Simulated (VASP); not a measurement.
ZnS, 2 atoms in the cell. Symmetry: Pm-3m, No. 221, cubic system. The conventional cell has a = 3.279 Å, b = 3.279 Å, c = 3.279 Å, α = 90.00°, β = 90.00°, γ = 90.00°. S (site symmetry m-3m) is surrounded by 8 Zn at 2.84 Å. Zn (site symmetry m-3m) is surrounded by 8 S at 2.84 Å. The cell was built by a generator and needn't be a form met in nature.

| Property | Result |
| --- | --- |
| Program | VASP 6.6.1 |
| Task | relaxation of cell and atoms |
| Functional | PBEsol |
| Potentials or basis | VASP PAW PBE potentials, release 64 (S, Zn) |
| Cutoff | 600 eV |
| k mesh | 10 × 10 × 10 |
| Occupations | gaussian, width 0.0101 eV |
| Spin | no spin polarisation |
| Dipole correction | no |
| Further INCAR settings | ALGO = Fast; EDIFF = 1e-06; IBRION = 2; EDIFFG = -0.03; NSW = 80; ISIF = 3 |

Potentials or basis: VASP PAW PBE potentials, release 64 (S, Zn).

Command:

```bash
$ cat potpaw_PBE.64/S/POTCAR potpaw_PBE.64/Zn/POTCAR > POTCAR
$ mpirun -np 1 vasp_std > vasp.out
```

Hardware: 1 thread of Intel(R) Xeon(R) Platinum 8375C CPU @ 2.90GHz (Ice Lake), with other jobs on the host.

Q: How long does it take, and how much memory?

A: Wall time 100 s on 1 thread of Intel(R) Xeon(R) Platinum 8375C CPU @ 2.90GHz (Ice Lake), with other jobs on the host, peak memory 0.18 GiB. Counts: scf iterations 33, k points 56, ion steps 3.
